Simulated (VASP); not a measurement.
## A VASP 6.6.1 single-point calculation on NaCl

INCAR

```
PREC = Accurate
ALGO = Normal
NELM = 58
LCHARG = .FALSE.
LWAVE = .FALSE.
ISMEAR = 0
ENCUT = 520
METAGGA = R2SCAN
NSW = 0
IBRION = -1
ISIF = 2
NBANDS = 47
LREAL = .FALSE.
EDIFF = 1E-7
SIGMA = 0.01
LASPH = .TRUE.
```

KPOINTS

```
KPOINTS created by Atomic Simulation Environment
0
Gamma
8 8 8
0 0 0
```

POSCAR

```
Na Cl
 1.0000000000000000
     0.0000000000000000    2.6905908724000001    2.6905908724000001
     2.6905908724000001    0.0000000000000000    2.6905908724000001
     2.6905908724000001    2.6905908724000001    0.0000000000000000
 Na  Cl
   1   1
Cartesian
  0.0000000000000000  0.0000000000000000  0.0000000000000000
  2.6905908723999996  2.6905908723999996  2.6905908723999996
```

The recommended PBE PAW datasets give the neutral cell 14 valence electrons.

Command

```
mpirun -np 1 vasp_std
```

Q: Predict the outcome of this run.

A: It converged. Results: gap between bands v and c on the k mesh 6.57 eV; least direct gap on the k mesh 6.57 eV; pressure 4.1 GPa. Band v is the last that the valence electrons fill when counted band by band, and c is the next.

OSZICAR

```
N       E                     dE             d eps       ncg     rms          rms(c)
DAV:   1     0.123764953437E+03    0.12376E+03   -0.45307E+03  2876   0.324E+02
DAV:   2    -0.563406199323E+01   -0.12940E+03   -0.11526E+03  2934   0.136E+02
DAV:   3    -0.157456929063E+02   -0.10112E+02   -0.99329E+01  3252   0.320E+01
DAV:   4    -0.158515579725E+02   -0.10587E+00   -0.10581E+00  3213   0.307E+00
DAV:   5    -0.158518759935E+02   -0.31802E-03   -0.31801E-03  3168   0.181E-01    0.238E+00
DAV:   6    -0.137455712145E+02    0.21063E+01   -0.24222E-01  2946   0.228E+00    0.236E+00
DAV:   7    -0.137281579360E+02    0.17413E-01   -0.49277E-02  3310   0.873E-01    0.127E+00
DAV:   8    -0.137318186994E+02   -0.36608E-02   -0.30936E-03  3074   0.175E-01    0.567E-01
DAV:   9    -0.137330820374E+02   -0.12633E-02   -0.19314E-03  3008   0.180E-01    0.143E-01
DAV:  10    -0.137330864473E+02   -0.44100E-05   -0.46506E-05  3237   0.208E-02    0.165E-01
DAV:  11    -0.137331041378E+02   -0.17690E-04   -0.68569E-06  3102   0.159E-02    0.210E-02
DAV:  12    -0.137331065708E+02   -0.24329E-05   -0.85111E-07  3137   0.356E-03    0.136E-02
DAV:  13    -0.137331051463E+02    0.14244E-05   -0.46450E-07  3042   0.327E-03    0.868E-03
DAV:  14    -0.137331040290E+02    0.11173E-05   -0.15177E-07  3110   0.160E-03    0.247E-03
DAV:  15    -0.137331035963E+02    0.43271E-06   -0.11187E-08  2134   0.355E-04    0.810E-05
DAV:  16    -0.137331035929E+02    0.33890E-08   -0.70233E-10  1748   0.956E-05
   1 F= -.13733104E+02 E0= -.13733104E+02  d E =0.000000E+00
```

For comparison, a separate r²SCAN run of the intended cell, on usual settings and not on those above, gives a gap of 6.57 eV on its mesh and a pressure of 4.1 GPa.
